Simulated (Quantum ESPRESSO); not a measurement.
The system is CaF2 (Fluorite).

```
Ca F
1.0
     0.00000    2.73100    2.73100
     2.73100    0.00000    2.73100
     2.73100    2.73100    0.00000
Ca F
1 2
Direct
  0.00000 0.00000 0.00000
  0.75000 0.75000 0.75000
  0.25000 0.25000 0.25000
```

Program: Quantum ESPRESSO 7.5. Alike in all runs: task band structure; no spin polarisation; cell as given; smearing fermi-dirac 0.05 eV.

Q: Order these runs on this cell by their band gap on the k mesh, lowest first.
A. level PBEsol; potentials or basis GBRV 1.5 PBEsol; k mesh 8 × 8 × 8; cutoff (eV) 612; SCF threshold 6e-10 Ry
B. level LDA; potentials or basis GBRV 1.5 LDA; k mesh 8 × 8 × 8; cutoff (eV) 612; SCF threshold 6e-10 Ry; form of the LDA correlation PZ81
C. level r2SCAN; potentials or basis SG15 PBE 1.2; k mesh 6 × 6 × 6; cutoff (eV) 1197; symmetry off; SCF threshold 1e-08 Ry

A: B (6.90 eV), A (7.10 eV), C (7.93 eV).

Runs at the PBE level aren't shown here.
